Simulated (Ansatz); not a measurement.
Input and command of a calculation in Ansatz (plane waves; scalar-relativistic PAW potentials unless the input names others):

```yaml
crystal:
  lattice:
    - [6.5914602617, 0.0, 0.0]
    - [0.0, 4.0687806256, 0.0]
    - [0.0, 0.0, 8.2135785974]
  atoms:
    - { symbol: Cl, position: [0.5, 0.3794109625, 0.1082258272] }
    - { symbol: Cl, position: [0.5, 0.8794109625, 0.3917741728] }
    - { symbol: Cl, position: [0.5, 0.6205890375, 0.8917741728] }
    - { symbol: Cl, position: [0.5, 0.1205890375, 0.6082258272] }
    - { symbol: Cl, position: [0.0, 0.8794109625, 0.1082258272] }
    - { symbol: Cl, position: [0.0, 0.3794109625, 0.3917741728] }
    - { symbol: Cl, position: [0.0, 0.1205890375, 0.8917741728] }
    - { symbol: Cl, position: [0.0, 0.6205890375, 0.6082258272] }
basis:
  ecutwfc: 420
kpoints:
  mp_grid: { grid: [4, 8, 4] }
hamiltonian:
  xc: pbe
  dispersion: d3bj
scf:
  max_iter: 100
output:
  forces: true
  eigenvalues: true
  stress: true
```

```bash
ansatz run input.yaml --threads 1 --pin off --max-ram 2560MiB --backend cpu --events-out ev --progress --plain --runs-dir out
```

What is wrong with this input?

The program refuses it, because of no occupation method (scf.occupations: {"method": "gaussian", "width": 0.02} → not typed). With the sound run's settings it is accepted.

Abridged log:
```
Error: YAML parse error: `scf.occupations.method` is required: fixed only where the cell keeps a band gap throughout the run, explicit beside scf.occupations.values (under evaluate: without them), else a smearing such as fermi_dirac (scf.occupations.width is optional; its entry in the input reference gives the default)
```